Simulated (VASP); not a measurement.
# PbS in VASP: a series of runs

Runs on PbS. Level: PBEsol. Tasks: single point, relaxation of cell and atoms.

All numbers are computed with VASP 6.6.1; they aren't measurements. Logs are shortened: lines on timing, memory, paths and dates and some standing lists are left out, and cuts for length are marked.

### 1 Starting point

The cell holds a slab with vacuum, 4 atoms: a = 4.130 Å, b = 4.130 Å, c = 11.759 Å, α = 93.75°, β = 93.75°, γ = 89.21°.

### 2 Single point, PBEsol

INCAR reads:

```
SYSTEM = PbS
ALGO = Fast
EDIFF = 1E-7
ENCUT = 520
GGA = PS
ISIF = 2
ISMEAR = 0
LASPH = .TRUE.
LCHARG = .TRUE.
LELF = .TRUE.
LREAL = .FALSE.
LVHAR = .TRUE.
LWAVE = .FALSE.
NBANDS = 28
NELM = 100
PREC = Accurate
SIGMA = 0.1
```

KPOINTS reads:

```
k-points
0
G
  4 4 2
  0 0 0
```

POSCAR reads:

```
PbS
1.0
    2.9405000000     -2.9000000000      0.0000000000
    2.9405000000      2.9000000000      0.0000000000
   -1.0800500000      0.0000000000     11.7092900000
Pb S
2 2
Direct
    0.7756000000      0.7756000000      0.6363800000
    0.2244000000      0.2244000000      0.3636200000
    0.2684000000      0.2684000000      0.5986000000
    0.7316000000      0.7316000000      0.4014000000
```

Potentials or basis: VASP PAW PBE potentials, release 64 (Pb_d, S).

On the command line:

```console
$ cat potpaw_PBE.64/Pb_d/POTCAR potpaw_PBE.64/S/POTCAR > POTCAR
$ mpirun -np 1 vasp_std > vasp.out
```

OUTCAR:

```text
SYSTEM = PbS
   EDIFF = 1E-7
   ENCUT = 520
   GGA = PS
   ISIF = 2
   ISMEAR = 0
   LASPH = .TRUE.
   LREAL = .FALSE.
   NELM = 100
   PREC = Accurate

 ion  position               nearest neighbor table
   1  0.776  0.776  0.636-   4 2.75   3 2.93   3 2.93   3 2.97   3 2.98
   2  0.224  0.224  0.364-   3 2.75   4 2.93   4 2.93   4 2.97   4 2.98
   3  0.268  0.268  0.599-   2 2.75   1 2.93   1 2.93   1 2.97   1 2.98
   4  0.732  0.732  0.401-   1 2.75   2 2.93   2 2.93   2 2.97   2 2.98

  LATTYP: Found a base centered monoclinic cell.
 ALAT       =     5.8810000000
 B/A-ratio  =     0.9862268322
 C/A-ratio  =     1.9994891546
 COS(beta)  =    -0.0918488301

  Lattice vectors:

 A1 = (   2.9405000000,  -2.9000000000,   0.0000000000)
 A2 = (   2.9405000000,   2.9000000000,   0.0000000000)
 A3 = (  -1.0800500000,   0.0000000000,  11.7092900000)

Analysis of symmetry for initial positions (statically):
=====================================================================
 Subroutine PRICEL returns:
 Original cell was already a primitive cell.

 Routine SETGRP: Setting up the symmetry group for a
 base centered monoclinic supercell.

 Subroutine GETGRP returns: Found  4 space group operations
 (whereof  4 operations were pure point group operations)
 out of a pool of  4 trial point group operations.

The static configuration has the point symmetry C_2h.

Analysis of symmetry for dynamics (positions and initial velocities):
=====================================================================
 Subroutine PRICEL returns:
 Original cell was already a primitive cell.

 Routine SETGRP: Setting up the symmetry group for a
 base centered monoclinic supercell.

 Subroutine GETGRP returns: Found  4 space group operations
 (whereof  4 operations were pure point group operations)
 out of a pool of  4 trial point group operations.

The dynamic configuration has the point symmetry C_2h.

 Subroutine INISYM returns: Found  4 space group operations
 (whereof  4 operations are pure point group operations),
 and found     1 'primitive' translations

----------------------------------------------------------------------------------------

                                     Primitive cell

  volume of cell :     199.7008

  direct lattice vectors                    reciprocal lattice vectors
     2.940500000 -2.900000000  0.000000000     0.170039109 -0.172413793  0.015684191
     2.940500000  2.900000000  0.000000000     0.170039109  0.172413793  0.015684191
    -1.080050000  0.000000000 11.709290000     0.000000000  0.000000000  0.085402275

  length of vectors
     4.129956447  4.129956447 11.758995718     0.242663983  0.242663983  0.085402275

  position of ions in fractional coordinates (direct lattice)
     0.775600000  0.775600000  0.636380000
     0.224400000  0.224400000  0.363620000
     0.268400000  0.268400000  0.598600000
     0.731600000  0.731600000  0.401400000

  ion indices of the primitive-cell ions
   primitive index   ion index
                 1           1
                 2           2
                 3           3
                 4           4

----------------------------------------------------------------------------------------

 KPOINTS: k-points

Automatic generation of k-mesh.
 Grid dimensions read from file:
 generate k-points for:    4    4    2

 Generating k-lattice:

  Cartesian coordinates                     Fractional coordinates (reciprocal lattice)
     0.042509777 -0.043103448  0.003921048     0.250000000  0.000000000  0.000000000
     0.042509777  0.043103448  0.003921048     0.000000000  0.250000000  0.000000000
     0.000000000  0.000000000  0.042701137     0.000000000  0.000000000  0.500000000

  Length of vectors
     0.060665996  0.060665996  0.042701137

  Shift w.r.t. Gamma in fractional coordinates (k-lattice)
     0.000000000  0.000000000  0.000000000

 Subroutine IBZKPT returns following result:
 ===========================================

 Found     14 irreducible k-points:

 Following reciprocal coordinates:
            Coordinates               Weight
  0.000000  0.000000  0.000000      1.000000
  0.250000  0.000000  0.000000      4.000000
  0.500000  0.000000  0.000000      2.000000
  0.250000  0.250000  0.000000      2.000000
  0.500000  0.250000  0.000000      4.000000
 -0.250000  0.250000  0.000000      2.000000
  0.500000  0.500000  0.000000      1.000000
  0.000000  0.000000  0.500000      1.000000
  0.250000  0.000000  0.500000      4.000000
  0.500000  0.000000  0.500000      2.000000
  0.250000  0.250000  0.500000      2.000000
  0.500000  0.250000  0.500000      4.000000
 -0.250000  0.250000  0.500000      2.000000
  0.500000  0.500000  0.500000      1.000000
   k-points           NKPTS =     14   k-points in BZ     NKDIM =     14   number of bands    NBANDS=     28
   number of dos      NEDOS =    301   number of ions     NIONS =      4
   total plane-waves  NPLWV =  92160
[... 120 lines left out ...]

 k-point     5 :       0.5000    0.2500    0.0000
  band No.  band energies     occupation
      1     -15.6258      2.00000
      2     -15.6240      2.00000
      3     -15.5555      2.00000
      4     -15.5553      2.00000
      5     -15.5429      2.00000
      6     -15.5412      2.00000
[... 20 lines left out ...]
     27       6.8525      0.00000
     28       7.0398      0.00000

 k-point     6 :      -0.2500    0.2500    0.0000
  band No.  band energies     occupation
      1     -15.6281      2.00000
      2     -15.5803      2.00000
      3     -15.5542      2.00000
      4     -15.5490      2.00000
      5     -15.5450      2.00000
      6     -15.5278      2.00000
[... 20 lines left out ...]
     27       5.8904      0.00000
     28       7.2835      0.00000

 k-point     7 :       0.5000    0.5000    0.0000
  band No.  band energies     occupation
      1     -15.6670      2.00000
      2     -15.6665      2.00000
      3     -15.5585      2.00000
      4     -15.5530      2.00000
      5     -15.5385      2.00000
      6     -15.5355      2.00000
[... 20 lines left out ...]
     27       8.0841      0.00000
     28       8.2176      0.00000

 k-point     8 :       0.0000    0.0000    0.5000
  band No.  band energies     occupation
      1     -15.6626      2.00000
      2     -15.5744      2.00000
      3     -15.5738      2.00000
      4     -15.5648      2.00000
      5     -15.5359      2.00000
      6     -15.5315      2.00000
[... 20 lines left out ...]
     27       6.9046      0.00000
     28       7.2671      0.00000

 k-point     9 :       0.2500    0.0000    0.5000
  band No.  band energies     occupation
      1     -15.6350      2.00000
      2     -15.5751      2.00000
      3     -15.5540      2.00000
      4     -15.5415      2.00000
      5     -15.5402      2.00000
      6     -15.5387      2.00000
[... 20 lines left out ...]
     27       5.6295      0.00000
     28       7.3601      0.00000

 k-point    10 :       0.5000    0.0000    0.5000
  band No.  band energies     occupation
      1     -15.5958      2.00000
      2     -15.5954      2.00000
      3     -15.5541      2.00000
      4     -15.5540      2.00000
      5     -15.5442      2.00000
      6     -15.5442      2.00000
[... 20 lines left out ...]
     27       6.3671      0.00000
     28       6.8002      0.00000

 k-point    11 :       0.2500    0.2500    0.5000
  band No.  band energies     occupation
      1     -15.6300      2.00000
      2     -15.5864      2.00000
      3     -15.5514      2.00000
      4     -15.5480      2.00000
      5     -15.5444      2.00000
      6     -15.5323      2.00000
[... 20 lines left out ...]
     27       6.0016      0.00000
     28       7.3221      0.00000

 k-point    12 :       0.5000    0.2500    0.5000
  band No.  band energies     occupation
      1     -15.6258      2.00000
      2     -15.6240      2.00000
      3     -15.5555      2.00000
      4     -15.5553      2.00000
      5     -15.5429      2.00000
      6     -15.5412      2.00000
[... 20 lines left out ...]
     27       6.9786      0.00000
     28       7.2488      0.00000

 k-point    13 :      -0.2500    0.2500    0.5000
  band No.  band energies     occupation
      1     -15.6281      2.00000
      2     -15.5803      2.00000
      3     -15.5542      2.00000
      4     -15.5490      2.00000
      5     -15.5450      2.00000
      6     -15.5278      2.00000
[... 20 lines left out ...]
     27       6.0465      0.00000
     28       7.2885      0.00000

 k-point    14 :       0.5000    0.5000    0.5000
  band No.  band energies     occupation
      1     -15.6670      2.00000
      2     -15.6665      2.00000
      3     -15.5584      2.00000
      4     -15.5530      2.00000
      5     -15.5385      2.00000
      6     -15.5355      2.00000
[... 20 lines left out ...]
     27       8.0851      0.00000
     28       8.2183      0.00000

------------------------ aborting loop because EDIFF is reached ----------------------------------------

  FORCE on cell =-STRESS in cart. coord.  units (eV):
  Direction    XX          YY          ZZ          XY          YZ          ZX
  --------------------------------------------------------------------------------------
  -------------------------------------------------------------------------------------
  Total       -1.3449671     -0.2996445     -2.7248457      0.0000000      0.0000000     -0.0127924
  in kB      -10.7905232     -2.4040152    -21.8611379      0.0000000      0.0000000     -0.1026323
  external PRESSURE =     -11.6852254 kB  Pullay stress =       0.0000000 kB

 VOLUME and BASIS-vectors are now :
 -----------------------------------------------------------------------------
  energy-cutoff  :      520.00
  volume of cell :      199.70
      direct lattice vectors                 reciprocal lattice vectors
     2.940500000 -2.900000000  0.000000000     0.170039109 -0.172413793  0.015684191
     2.940500000  2.900000000  0.000000000     0.170039109  0.172413793  0.015684191
    -1.080050000  0.000000000 11.709290000     0.000000000  0.000000000  0.085402275

 POSITION                                       TOTAL-FORCE (eV/Angst)
 -----------------------------------------------------------------------------------
      3.87398      0.00000      7.45156        -0.001448      0.000000     -0.673494
      0.92697      0.00000      4.25773         0.001448      0.000000      0.673494
      0.93194      0.00000      7.00918        -0.003946      0.000000     -0.227822
      3.86901      0.00000      4.70011         0.003946      0.000000      0.227822
 -----------------------------------------------------------------------------------
    total drift:                                0.000000      0.000000      0.000000

  FREE ENERGIE OF THE ION-ELECTRON SYSTEM (eV)
  ---------------------------------------------------
  free  energy   TOTEN  =       -18.4445084136 eV

  energy  without entropy=      -18.4445084136  energy(sigma->0) =      -18.44450841
```

Wall time 41 s (1 thread of Intel Xeon 6975P-C (Granite Rapids), shared host); peak memory 0.32 GiB.

What came out:

* Free energy: -18.4445 eV
* Largest force: 0.673 eV/Å
* Band gap on the k mesh: 1.26 eV, direct

Forces on the atoms (eV/Å):
```
Pb  -0.001  0.000 -0.673
Pb   0.001  0.000  0.673
S   -0.004  0.000 -0.228
S    0.004  0.000  0.228
```

Levels at points of the mesh, in eV from the valence-band top:
```csv
k point,band 16,band 17,band 18,band 19,band 20,band 21,band 22,band 23,band 24,band 25
"(0.00, 0.00, 0.00)",-2.59,-2.44,-1.46,-1.34,0.00,1.38,3.15,4.85,5.15,5.40
"(0.50, 0.00, 0.00)",-1.95,-1.01,-1.01,-0.37,-0.37,2.02,2.02,3.09,3.09,3.36
"(0.50, 0.50, 0.00)",-4.30,-2.97,-2.94,-1.55,-1.44,3.70,3.81,4.58,4.65,4.65
"(0.00, 0.00, 0.50)",-2.59,-2.44,-1.46,-1.34,0.00,1.26,3.87,4.49,4.85,5.15
"(0.50, 0.00, 0.50)",-1.95,-1.01,-1.01,-0.37,-0.37,2.01,2.02,3.09,3.09,3.32
"(0.50, 0.50, 0.50)",-4.30,-2.97,-2.94,-1.55,-1.44,3.69,3.79,4.59,4.64,4.69
```

Caveat: the PAW data sets were made with another functional, which shifts forces and pressure a little; spin-orbit coupling is left out, which as a rule narrows the gap of such compounds by several tenths of an eV.

### 3 Single point, PBEsol

This run uses another cell than the first one, of 50.20 Å³/atom, 1.006 times its volume.

INCAR reads:

```
PREC = Accurate
ENCUT = 520
EDIFF = 1E-6
ISMEAR = 0
SIGMA = 0.1
LREAL = False
LASPH = True
NELM = 100
ALGO = Fast
ISIF = 2
LWAVE = False
LCHARG = False
GGA = PS
NBANDS = 28
```

KPOINTS reads:

```
regular mesh
0
Gamma
  6 6 2
```

POSCAR reads:

```
PbS
1.0
    2.9383162579     -2.9363344010     -0.0004770254
    2.9383162579      2.9363344010     -0.0004770254
   -1.0811474589      0.0000000000     11.6379447108
Pb S
2 2
Direct
    0.7728628464      0.7728628464      0.6227372697
    0.2271371536      0.2271371536      0.3772627303
    0.2694862093      0.2694862093      0.6057129002
    0.7305137907      0.7305137907      0.3942870998
```

Potentials or basis: VASP PAW PBE potentials, release 64 (Pb_d, S).

On the command line:

```console
$ cat potpaw_PBE.64/Pb_d/POTCAR potpaw_PBE.64/S/POTCAR > POTCAR
$ mpirun -np 1 vasp_std > vasp.out
```

It took 66 s on 1 thread of Intel Xeon 6975P-C (Granite Rapids), shared host; peak memory 0.36 GiB.

Results (log left out):

- Free energy: -18.5347 eV
- Largest force: 0.045 eV/Å
- Band gap on the k mesh: 1.89 eV, indirect (least direct gap 2.01 eV)

Forces in eV/Å, atoms in the order of the input:
```
Pb  -0.002  0.000 -0.029
Pb   0.002  0.000  0.029
S    0.001  0.000  0.045
S   -0.001  0.000 -0.045
```

Levels at points of the mesh, in eV from the valence-band top:
| k point | band 16 | band 17 | band 18 | band 19 | band 20 | band 21 | band 22 | band 23 | band 24 | band 25 |
| --- | --- | --- | --- | --- | --- | --- | --- | --- | --- | --- |
| (0.00, 0.00, 0.00) | -2.59 | -2.58 | -1.43 | -1.43 | -0.12 | 2.02 | 3.78 | 4.81 | 5.53 | 5.54 |
| (0.50, 0.00, 0.00) | -1.84 | -1.03 | -1.03 | -0.08 | -0.08 | 2.06 | 2.06 | 3.09 | 3.09 | 3.58 |
| (0.50, 0.50, 0.00) | -4.37 | -2.91 | -2.91 | -1.43 | -1.42 | 4.24 | 4.26 | 5.28 | 5.30 | 5.45 |
| (0.00, 0.00, 0.50) | -2.59 | -2.58 | -1.43 | -1.43 | -0.12 | 1.89 | 4.62 | 4.81 | 4.98 | 5.53 |
| (0.50, 0.00, 0.50) | -1.84 | -1.03 | -1.03 | -0.08 | -0.08 | 2.05 | 2.06 | 3.09 | 3.09 | 3.54 |
| (0.50, 0.50, 0.50) | -4.37 | -2.91 | -2.91 | -1.43 | -1.42 | 4.24 | 4.24 | 5.27 | 5.27 | 5.48 |

Caveat: the PAW data sets were made with another functional, which shifts forces and pressure a little; spin-orbit coupling is left out, which as a rule narrows the gap of such compounds by several tenths of an eV.

### 4 Relaxation of cell and atoms, PBEsol

INCAR reads:

```
PREC = Accurate
ENCUT = 600
EDIFF = 1E-6
ISMEAR = 0
SIGMA = 0.1
LREAL = F
LASPH = T
NELM = 100
ALGO = Fast
ISIF = 3
LWAVE = F
LCHARG = F
GGA = PS
IBRION = 2
NSW = 100
EDIFFG = -0.05
```

KPOINTS is that of step 3.

POSCAR reads:

```
PbS
1.0
    2.9405000000     -2.9000000000      0.0000000000
    2.9405000000      2.9000000000      0.0000000000
   -1.0800500000      0.0000000000     11.7092900000
Pb S
2 2
Direct
    0.7756000000      0.7756000000      0.6363800000
    0.2244000000      0.2244000000      0.3636200000
    0.2684000000      0.2684000000      0.5986000000
    0.7316000000      0.7316000000      0.4014000000
```

On the command line:

```console
$ cat potpaw_PBE.64/Pb_d/POTCAR potpaw_PBE.64/S/POTCAR > POTCAR
$ mpirun -np 1 vasp_std > vasp.out
```

Run time: 12 min. Hardware: 1 thread of Intel Xeon 6975P-C (Granite Rapids), shared host; peak memory 0.46 GiB.

The run converged. Its results:

```
Free energy                            : -18.5384 eV
Relaxed volume                         : 49.12 Å³/atom
Relaxed cell                           : a = 4.165 Å, b = 4.165 Å, c = 11.381 Å, α = 93.97°, β = 93.97°, γ = 89.94°
Space group after relaxing (to 0.05 Å) : C2/m (No. 12)
Energy gained by relaxing              : 28.9 meV/atom
Ionic steps                            : 11
Largest force after relaxing           : 0.009 eV/Å
Band gap on the k mesh                 : 1.98 eV, indirect (least direct gap 2.05 eV)
```

Forces on the atoms (eV/Å):
```
Pb   0.000  0.000 -0.006
Pb   0.000  0.000  0.006
S    0.006  0.000  0.007
S   -0.006  0.000 -0.007
```

The path:
| step | energy change (eV) | largest force (eV/Å) | pressure (GPa) | volume (Å³) |
| --- | --- | --- | --- | --- |
| 1 | 0.0000 | 0.6763 | -1.07 | 199.70 |
| 2 | -0.0576 | 0.2718 | 0.71 | 190.16 |
| 3 | -0.0621 | 0.1522 | 0.30 | 192.08 |
| 4 | -0.0707 | 0.2062 | 0.09 | 193.74 |
| 5 | -0.0725 | 0.2477 | -0.06 | 195.01 |
| 6 | -0.0805 | 0.2007 | -0.13 | 195.72 |
| 7 | -0.0971 | 0.1756 | -0.39 | 197.88 |
| 8 | -0.0957 | 0.2707 | -0.91 | 202.24 |
| 9 | -0.1024 | 0.2300 | -0.61 | 199.82 |
| 10 | -0.1084 | 0.1684 | -0.44 | 198.92 |
| 11 | -0.1156 | 0.0090 | 0.04 | 196.47 |

Final structure:
```xyz
4
Lattice="2.9465 -2.9436 -0.0040 2.9465 2.9436 -0.0040 -1.0979 0.0000 11.3276" Properties=species:S:1:pos:R:3 pbc="T T T"
Pb    3.8709    0.0000    7.0632
Pb    0.9241    0.0000    4.2564
S     0.9234    0.0000    6.9191
S     3.8716    0.0000    4.4005
```

Levels at points of the mesh, in eV from the valence-band top:
| k point | band 16 | band 17 | band 18 | band 19 | band 20 | band 21 | band 22 | band 23 | band 24 |
| --- | --- | --- | --- | --- | --- | --- | --- | --- | --- |
| (0.00, 0.00, 0.00) | -2.58 | -2.57 | -1.45 | -1.44 | -0.18 | 2.14 | 3.85 | 4.81 | 5.55 |
| (0.50, 0.00, 0.00) | -1.83 | -1.03 | -1.03 | -0.03 | -0.03 | 2.02 | 2.02 | 3.06 | 3.07 |
| (0.50, 0.50, 0.00) | -4.34 | -2.90 | -2.90 | -1.42 | -1.41 | 4.25 | 4.27 | 5.38 | 5.50 |
| (0.00, 0.00, 0.50) | -2.58 | -2.57 | -1.45 | -1.44 | -0.18 | 1.98 | 4.77 | 4.81 | 5.12 |
| (0.50, 0.00, 0.50) | -1.83 | -1.03 | -1.03 | -0.03 | -0.03 | 2.02 | 2.02 | 3.06 | 3.07 |
| (0.50, 0.50, 0.50) | -4.34 | -2.90 | -2.90 | -1.42 | -1.41 | 4.24 | 4.25 | 5.36 | 5.52 |

Caveat: the PAW data sets were made with another functional, which shifts forces and pressure a little; spin-orbit coupling is left out, which as a rule narrows the gap of such compounds by several tenths of an eV.

### 5 Overview

```tsv
task	cell	k mesh	cutoff (eV)	gap on the mesh (eV)	largest force (eV/Å)
single point	C2/m, 49.93 Å³/atom	4 × 4 × 2	520	1.26	0.67
single point	C2/m, 50.2 Å³/atom	6 × 6 × 2	520	1.89	0.05
relaxation of cell and atoms	relaxed	6 × 6 × 2	600	1.98	0.01
```

Alike in all rows: level PBEsol; potentials or basis VASP PAW PBE potentials, release 64 (Pb_d, S); no spin polarisation; smearing gaussian 0.1 eV.

Caveats: the PAW data sets were made with another functional, which shifts forces and pressure a little; spin-orbit coupling is left out, which as a rule narrows the gap of such compounds by several tenths of an eV.

Absolute energies hang on the potentials; compare differences alone.
